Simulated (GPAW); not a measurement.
Ti: single point with PBEsol

Crystal: Ti.

```
Ti
1.0
     0.00000    2.03000    2.03000
     2.03000    0.00000    2.03000
     2.03000    2.03000    0.00000
Ti
1
Direct
  0.00000 0.00000 0.00000
```

This isn't the form of Ti at room conditions, which is hcp.

```
Program             : GPAW 26.7.0
Task                : single point
Functional          : PBEsol
Potentials or basis : PAW data sets generated in the run's folder for this functional
Cutoff              : 600 eV
Basis               : pw
k mesh              : 11 × 11 × 11
Occupations         : gaussian, width 0.02 eV
Spin                : no spin polarisation
Maxiter             : 150
```

| Quantity | Value |
| --- | --- |
| Pressure | -1.3 GPa |
| Band gap on the k mesh | none (metal or under the smearing width) |

Levels at points of the mesh, in eV from the Fermi level:
```tsv
k point	band 3	band 4	band 5	band 6	band 7	band 8	band 9	band 10
(0.00, 0.00, 0.00)	-32.27	-32.27	-6.14	0.94	0.94	0.94	2.65	2.65
```

Run time: 9.9 s on 1 thread of Arm Neoverse V2 (shared host), peak memory 0.14 GiB.
